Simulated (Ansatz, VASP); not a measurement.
## One calculation of HfC, two programs

```xyz
4
Lattice="3.2658 0.0000 0.0000 -1.6329 2.8283 0.0000 0.0000 0.0000 5.7671" Properties=species:S:1:pos:R:3 pbc="T T T"
Hf    0.0000    0.0000    0.0000
Hf    0.0000    0.0000    2.8835
C     0.0000    1.8855    1.4418
C     1.6329    0.9428    4.3253
```

Alike in both runs: task single point; functional PBE; k mesh 10 × 10 × 6; occupations fermi-dirac, width 0.1 eV; no spin polarisation.

```csv
,VASP,Ansatz
version,VASP 6.6.1,Ansatz 0.2.0
potentials or method,"VASP PAW PBE potentials, release 64 (Hf_pv, C), cutoff 520 eV","all-electron LAPW, scalar-relativistic"
```

```tsv
	VASP	Ansatz	Ansatz less VASP
pressure (GPa)	-0.7	0.1	+0.83
largest component of the traceless stress (GPa)	0.26	0.03	-0.225
```

Ansatz ran all-electron here, so the differences hold the error of VASP's frozen core and of both bases.

Spin-orbit coupling is left out, which matters for the levels of Hf.
